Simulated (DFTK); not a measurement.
**Ni in DFTK: convergence with k mesh**

Crystal: Ni.

```xyz
1
Lattice="-1.3260 1.3260 1.3260 1.3260 -1.3260 1.3260 1.3260 1.3260 -1.3260" Properties=species:S:1:pos:R:3 pbc="T T T"
Ni    0.0000    0.0000    0.0000
```

This isn't the form of Ni at room conditions, which is fcc.

The cell isn't the ideal one: cell squeezed.

| Quantity | Value |
| --- | --- |
| Program | DFTK 0.8.2 |
| Task | convergence study |
| Functional | PBE |
| Potentials or basis | dojo.nc.sr.pbe.v0_4_1.standard.upf (PBE) |
| Cutoff | 1333 eV |
| k mesh | 2 × 2 × 2 |
| Occupations | gaussian, width 0.1 eV |
| Spin | collinear spin, ferromagnetic start |
| Starting moments | [1.0] μB |

These are the settings of the first run; the series varies k mesh, with any setting tied to it.

Hardware: 1 thread of Intel(R) Xeon(R) Platinum 8488C (Sapphire Rapids) (shared host).

```tsv
k mesh	energy less the tightest run, at zero smearing (meV/atom)	pressure (GPa)	absolute moment (μB)	SCF cycles
2 × 2 × 2	2632.33	99.47	1.75	13
4 × 4 × 4	-66.58	40.25	0.00	23
6 × 6 × 6	0.65	45.10	0.00	21
8 × 8 × 8	6.68	47.05	0.54	13
10 × 10 × 10	-1.73	44.73	0.07	29
12 × 12 × 12	-0.28	46.16	0.45	14
14 × 14 × 14	-3.33	46.73	0.55	12
17 × 17 × 17	0.00	46.37	0.49	13
```

Not settled before the last step: the energy (to 1 meV/atom), the pressure (to 0.1 GPa), the absolute moment (to 0.02 μB). Meshes of other sizes hit other points, so gaps and Fermi surfaces needn't settle smoothly. The tightest run that finished is the yardstick and may itself not be fully converged.
